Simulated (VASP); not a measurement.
# From an Ansatz input to VASP: InAs (strained zincblende)

Ansatz input

```yaml
crystal:
  lattice:
    - [0.0, 3.0240445683, 3.0866526351]
    - [3.0240445683, 0.0, 3.0866526351]
    - [3.0240445683, 3.0240445683, 0.0]
  atoms:
    - { symbol: In, position: [0.0, 0.0, 0.0] }
    - { symbol: As, position: [0.25, 0.25, 0.25] }
kpoints:
  mp_grid: { grid: [8, 8, 8] }
  band_path:
    path:
      - [0.0, 0.0, 0.0]
      - [-0.5, -0.5, 0.0]
      - [-0.375, -0.375, 0.25]
      - [-0.375, 0.0, 0.375]
      - [0.0, 0.0, 0.5]
      - [-0.5, -0.25, 0.25]
      - [-0.011882, -0.011882, 0.0]
    npoints: 1
hamiltonian:
  xc: pbe
scf:
  occupations: { method: fermi_dirac, width: 0.02 }
  n_extra_bands: 4
output:
  forces: true
  stress: true
  eigenvalues: true
```

Which VASP files do the same job?



INCAR

```
ISMEAR = -1
NSW = 0
NBANDS = 16
GGA = PE
LREAL = .FALSE.
LWAVE = .FALSE.
ISIF = 2
LELF = .TRUE.
LCHARG = .TRUE.
LASPH = .TRUE.
SIGMA = 0.02
PREC = Accurate
EDIFF = 1E-7
ENCUT = 520
IBRION = -1
NELM = 120
```

KPOINTS

```
KPOINTS created by Atomic Simulation Environment
0
Gamma
8 8 8
0 0 0
```

KPOINTS_OPT

```
special points
7
Reciprocal
0.0000000000 0.0000000000 0.0000000000 1
-0.5000000000 -0.5000000000 0.0000000000 1
-0.3750000000 -0.3750000000 0.2500000000 1
-0.3750000000 0.0000000000 0.3750000000 1
0.0000000000 0.0000000000 0.5000000000 1
-0.5000000000 -0.2500000000 0.2500000000 1
-0.0118820000 -0.0118820000 0.0000000000 1
```

POSCAR

```
In As
 1.0000000000000000
     0.0000000000000000    3.0240445682999999    3.0866526351000001
     3.0240445682999999    0.0000000000000000    3.0866526351000001
     3.0240445682999999    3.0240445682999999    0.0000000000000000
 In  As
   1   1
Cartesian
  0.0000000000000000  0.0000000000000000  0.0000000000000000
  1.5120222841500000  1.5120222841500000  1.5433263175500005
```

VASP ran with the recommended PBE PAW datasets (18 valence electrons in the cell). Other inputs would serve too.

```json
{"": "gap between bands v and c", "Ansatz": "-0.01 eV (bands overlap: a metal)", "VASP": "-0.01 eV (bands overlap: a metal)"}
{"": "least direct gap", "Ansatz": "0.00 eV", "VASP": "0.00 eV"}
{"": "pressure", "Ansatz": "2.6 GPa", "VASP": "2.6 GPa"}
```

The two codes use different PAW datasets and cutoffs. VASP's cell holds 18 valence electrons and Ansatz's 28. Ansatz's stress includes a Pulay correction; VASP's doesn't.
